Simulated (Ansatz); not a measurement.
The system is W.

```
CELL_PARAMETERS angstrom
0.00000 2.03000 2.03000
2.03000 0.00000 2.03000
2.03000 2.03000 0.00000
ATOMIC_POSITIONS crystal
W 0.00000 0.00000 0.00000
```

This isn't the form of W at room conditions, which is bcc.

* Program: Ansatz 0.2.0
* Task: relaxation of cell and atoms
* Functional: RPBE
* Dispersion: D3(BJ)
* Potentials or basis: Ansatz PAW
* Cutoff: 420 eV (not typed: the program's choice for these potentials)
* k mesh: 11 × 11 × 11
* Occupations: fermi-dirac, width 0.05 eV
* Spin: no spin polarisation

At the start: volume 16.73 Å³/atom.

How do energy, volume and symmetry change on relaxing?

It ends after 5 steps and the volume is 14.36 Å³/atom (-14.2 %); space group Fm-3m (No. 225, to 0.05 Å).

Step by step:
```
step  energy change (eV)  largest force (eV/Å)  volume (Å³)
   1              0.0000                0.0000        16.73
   2             -0.3743                0.0000        14.40
   3             -0.3745                0.0000        14.35
   4             -0.3745                0.0000        14.36
   5             -0.3734                0.0000        14.36
```

Final structure:
```cif
data_structure
_symmetry_space_group_name_H-M 'P 1'
_symmetry_Int_Tables_number 1
_cell_length_a 2.7284
_cell_length_b 2.7284
_cell_length_c 2.7284
_cell_angle_alpha 60.000
_cell_angle_beta 60.000
_cell_angle_gamma 60.000
_cell_volume 14.36
loop_
_atom_site_label
_atom_site_type_symbol
_atom_site_fract_x
_atom_site_fract_y
_atom_site_fract_z
_atom_site_occupancy
W1 W 0.00000 0.00000 0.00000 1
```

Caveat: the plane-wave basis is chosen anew once the cell has moved, so the energies of steps on either side of that aren't comparable; the volume moved by -14 % from the deposited cell, more than functionals usually miss; pairwise dispersion overbinds metals, which lowers pressure and volume; the PAW data sets come from PBE, with cores solved anew for the run's functional, which leaves a small shift of forces and pressure.
